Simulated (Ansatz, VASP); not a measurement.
**One calculation of Pt, two programs**

```
CELL_PARAMETERS angstrom
-1.58422 1.58422 1.58422
1.58422 -1.58422 1.58422
1.58422 1.58422 -1.58422
ATOMIC_POSITIONS crystal
Pt 0.00000 0.00000 0.00000
```

Alike in both runs: task single point; functional LDA; k mesh 12 × 12 × 12; occupations fermi-dirac, width 0.05 eV; no spin polarisation.

|  | VASP | Ansatz |
| --- | --- | --- |
| version | VASP 6.6.1 | Ansatz 0.2.0 |
| potentials or method | VASP PAW LDA potentials, release 64 (Pt), cutoff 520 eV | all-electron LAPW, scalar-relativistic |

Ansatz gave:

| Item | Value |
| --- | --- |
| gap on the k mesh at the Fermi level (eV) | none |
| pressure (GPa) | -16.1 |

Task: Which values does VASP return?

Result: gap on the k mesh at the Fermi level (eV): none; pressure (GPa): -15.6.

A gap of «none» marks a metal or a gap that the smearing closes. Ansatz ran all-electron here, so the differences hold the error of VASP's frozen core and of both bases.

Caveats: so large a pressure means that the cell lies far from this level's equilibrium, or that cutoff or potentials fall short (VASP). Spin-orbit coupling is left out, which matters for the levels of Pt.
